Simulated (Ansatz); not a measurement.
**NbP and the effect of the choice of potentials or basis**

The cell as given:

```cif
data_structure
_symmetry_space_group_name_H-M 'I4_1md'
_symmetry_Int_Tables_number 109
_cell_length_a 3.3498
_cell_length_b 3.3498
_cell_length_c 11.4802
_cell_angle_alpha 90.000
_cell_angle_beta 90.000
_cell_angle_gamma 90.000
_cell_volume 128.82
loop_
_atom_site_label
_atom_site_type_symbol
_atom_site_symmetry_multiplicity
_atom_site_Wyckoff_symbol
_atom_site_fract_x
_atom_site_fract_y
_atom_site_fract_z
_atom_site_occupancy
Nb1 Nb 4 a 0.50000 0.00000 0.99988 1
P1 P 4 a 0.00000 0.50000 0.08275 1
```

The cell is a database's computed one, not the measured one.

Kept alike: task relaxation of cell and atoms; functional PBE; k mesh 11 × 11 × 11; occupations fermi-dirac, width 0.05 eV; no spin polarisation. Program: Ansatz. Cutoffs run from 420 to 1170 eV. The mesh is that of the run's cell of 4 atoms. No spin-orbit coupling.

```csv
choice of potentials or basis,volume (Å³/atom)
Ansatz NC,16.005
Ansatz PAW,16.005
Ansatz PAW (files of its older set among them),16.008
JTH PAW,15.998
PseudoDojo standard (PBE files),16.013
PseudoDojo stringent (PBE files),16.013
SPMS NC,16.019
```

The relaxations keep at least the cell's symmetry (I4_1md). For a metal such a mesh leaves the last digits unconverged. Relaxations stop with a little pressure left, so the last digits of a volume or edge aren't settled. Ansatz's relaxations hold a Pulay term in the stress (up to 0.1 GPa here).

The volume runs from 15.998 (JTH PAW) to 16.019 Å³/atom (SPMS NC).
